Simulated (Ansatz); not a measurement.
Crystal: TiSi2.

```
Ti Si
1.0
     1.76511   -6.75928    0.00000
     1.76511    6.75928    0.00000
     0.00000    0.00000    3.56517
Ti Si
2 4
Direct
  0.10312 0.89688 0.25000
  0.89688 0.10312 0.75000
  0.75031 0.24969 0.25000
  0.24969 0.75031 0.75000
  0.44175 0.55825 0.25000
  0.55825 0.44175 0.75000
```

The cell comes from a database or a generator and needn't be the stable form of this composition.

| Quantity | Value |
| --- | --- |
| Program | Ansatz 0.2.0 |
| Task | relaxation of cell and atoms |
| Functional | LDA |
| Potentials or basis | Ansatz PAW |
| Cutoff | 420 eV (not typed: the program's choice for these potentials) |
| k mesh | 8 × 8 × 8 |
| Occupations | fermi-dirac, width 0.05 eV |
| Spin | no spin polarisation |

At the start: volume 14.18 Å³/atom.

Q: Where does the relaxation end?

A: It ends after 5 steps and the volume is 13.60 Å³/atom (-4.1 %); space group Cmcm (No. 63, to 0.05 Å).

The path:
| step | energy change (eV) | largest force (eV/Å) | volume (Å³) |
| --- | --- | --- | --- |
| 1 | 0.0000 | 0.1123 | 85.07 |
| 2 | -0.0605 | 0.0361 | 81.32 |
| 3 | -0.0631 | 0.0080 | 81.64 |
| 4 | -0.0632 | 0.0038 | 81.63 |
| 5 | -0.0622 | 0.0042 | 81.63 |

Final structure:
```cif
data_structure
_symmetry_space_group_name_H-M 'P 1'
_symmetry_Int_Tables_number 1
_cell_length_a 6.8539
_cell_length_b 6.8539
_cell_length_c 3.5308
_cell_angle_alpha 90.000
_cell_angle_beta 90.000
_cell_angle_gamma 150.519
_cell_volume 81.63
loop_
_atom_site_label
_atom_site_type_symbol
_atom_site_fract_x
_atom_site_fract_y
_atom_site_fract_z
_atom_site_occupancy
Ti1 Ti 0.10251 0.89749 0.25000 1
Ti2 Ti 0.89749 0.10251 0.75000 1
Si1 Si 0.75049 0.24951 0.25000 1
Si2 Si 0.24951 0.75049 0.75000 1
Si3 Si 0.44013 0.55987 0.25000 1
Si4 Si 0.55987 0.44013 0.75000 1
```

Caveat: the plane-wave basis is chosen anew once the cell has moved, so the energies of steps on either side of that aren't comparable; the PAW data sets come from PBE, with cores solved anew for the run's functional, which leaves a small shift of forces and pressure.
